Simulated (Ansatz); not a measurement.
# Elastic constants of TiAl at 11 GPa (stress–strain coefficients): input and output

Theory: DFT PBE, scalar-relativistic, plane waves, PAW in Ansatz.

Launched with:
```bash
ansatz run input.yaml --threads 1 --pin off --max-ram 3072MiB --backend cpu --events-out ev --progress --plain --runs-dir out
```

Input (bare energies are in eV):
```yaml
crystal:
  lattice:
    - [2.7492831114, 0.0, 0.0]
    - [0.0, 2.7492831114, 0.0]
    - [0.0, 0.0, 3.9615676366]
  atoms:
    - { symbol: Ti, position: [0.0, 0.0, 0.0] }
    - { symbol: Al, position: [0.5, 0.5, 0.5] }
basis:
  ecutwfc: 420
kpoints:
  mp_grid: { grid: [16, 16, 10] }
hamiltonian:
  xc: pbe
scf:
  occupations: { method: fermi_dirac, width: 0.15 }
output:
  forces: true
  stress: true
  eigenvalues: true
elastic:
  mode: relaxed_ion
  amplitude: 0.005
```

From the output:
```
--- Elastic constants: 4 strain directions × 4 members + reference (group order 16) ---
  dense FFT box of the reference and of every strained cell: 20×20×27
  strains applied: 11, 33, 23, 12; error gains: componentwise 1.00 (the most a stress slope's error grows in a printed constant), spectral 1.41 (1 for all six strains in a standard setting)
  C = ∂σ_k/∂η_j (tension-positive GPa; Voigt order 11 22 33 23 13 12):
       255.215     81.448    124.672      0.000      0.000     -0.000
        81.448    255.215    124.672     -0.000      0.000     -0.000
       124.682    124.682    208.959     -0.000      0.000      0.000
        -0.000      0.000     -0.000    140.639     -0.000      0.000
        -0.000      0.000      0.000     -0.000    140.639      0.000
        -0.000      0.000      0.000      0.000      0.000     44.446
  reference stress σ⁰ (GPa):    -10.982    -10.982    -10.993     -0.000     -0.000     -0.000
  C* (energy form; C + prestress term) asymmetry max|C*_kj − C*_jk| = 1.117e-3 GPa — a small one proves nothing (zero by symmetry where the batch's group is 432, −43m or m−3m); a large one is finite-difference/SCF noise where every solve ...
  moduli (Voigt/Reuss/Hill, GPa): K = 153.44/153.44/153.44   G = 91.05/69.75/80.40   E = 205.34   ν = 0.277
  mechanically stable: yes (min eigenvalue of sym C = 44.45 GPa)
  strain η (Voigt 11):  stress-route row diagonal C_11 = 255.22 GPa, energy-path curvature d²(F+E_count+ΔE)/dδ²/Ω₀ = 255.22 GPa
    cells at ±δ against ±2δ: C11 255.25 and 255.34 GPa, apart by 0.04 % of the column's largest entry
         δ    σ_11 (GPa) F (eV) n_scf n_hpsi n_pw
    -1.000e-2     -13.6187       -3037.9410829       8  113201    598   relax 0 steps, max|allowed force component| 0.00e0 eV/Å
    -5.000e-3     -12.2790       -3037.9531783       4   94680    600   relax 0 steps, max|allowed force component| 7.01e-30 eV/Å
     5.000e-3      -9.7266       -3037.9737176       5  108752    606   relax 0 steps, max|allowed force component| 0.00e0 eV/Å
     1.000e-2      -8.5120       -3037.9822356       6   91484    607   relax 0 steps, max|allowed force component| 0.00e0 eV/Å
  strain η (Voigt 33):  stress-route row diagonal C_33 = 208.96 GPa, energy-path curvature d²(F+E_count+ΔE)/dδ²/Ω₀ = 208.96 GPa
    cells at ±δ against ±2δ: C33 208.90 and 208.70 GPa, apart by 0.09 % of the column's largest entry
         δ    σ_33 (GPa) F (eV) n_scf n_hpsi n_pw
    -1.000e-2     -13.0921       -3037.9415416       7   59253    606   relax 0 steps, max|allowed force component| 8.67e-30 eV/Å
    -5.000e-3     -12.0404       -3037.9532819       4   51396    606   relax 0 steps, max|allowed force component| 8.69e-30 eV/Å
     5.000e-3      -9.9514       -3037.9738313       4   51835    609   relax 0 steps, max|allowed force component| 1.58e-30 eV/Å
     1.000e-2      -8.9180       -3037.9826479       6   53034    614   relax 0 steps, max|allowed force component| 8.38e-31 eV/Å
  strain η (Voigt 23):  stress-route row diagonal C_44 = 140.64 GPa, energy-path curvature d²(F+E_count+ΔE)/dδ²/Ω₀ = 146.13 GPa
    cells at ±δ against ±2δ: C44 140.63 and 140.62 GPa, apart by 0.01 % of the column's largest entry
         δ    σ_23 (GPa) F (eV) n_scf n_hpsi n_pw
    -1.000e-2      -1.4062       -3037.9626791       7  155789    604   relax 0 steps, max|allowed force component| 3.40e-30 eV/Å
    -5.000e-3      -0.7032       -3037.9637035       4  136489    604   relax 0 steps, max|allowed force component| 0.00e0 eV/Å
     5.000e-3       0.7032       -3037.9637035       4  134557    604   relax 0 steps, max|allowed force component| 0.00e0 eV/Å
     1.000e-2       1.4062       -3037.9626791       7  144399    604   relax 0 steps, max|allowed force component| 5.62e-30 eV/Å
  strain η (Voigt 12):  stress-route row diagonal C_66 = 44.45 GPa, energy-path curvature d²(F+E_count+ΔE)/dδ²/Ω₀ = 49.93 GPa
    cells at ±δ against ±2δ: C66 44.44 and 44.42 GPa, apart by 0.05 % of the column's largest entry
         δ    σ_12 (GPa) F (eV) n_scf n_hpsi n_pw
    -1.000e-2      -0.4442       -3037.9635780       7   91727    604   relax 0 steps, max|allowed force component| 2.47e-31 eV/Å
    -5.000e-3      -0.2222       -3037.9639276       4   79238    604   relax 0 steps, max|allowed force component| 7.74e-30 eV/Å
     5.000e-3       0.2222       -3037.9639276       4   77957    604   relax 0 steps, max|allowed force component| 7.49e-30 eV/Å
     1.000e-2       0.4442       -3037.9635780       6   79058    604   relax 0 steps, max|allowed force component| 1.58e-30 eV/Å
```

It took 2.8 min on 1 thread of AMD EPYC 7R43 64-Core Processor (Zen 3), with other jobs on the host, peak memory 0.62 GiB.

In a metal, frequencies and elastic constants depend on the k mesh and the smearing, soft modes and shear constants most. Other phases may be more stable at this pressure.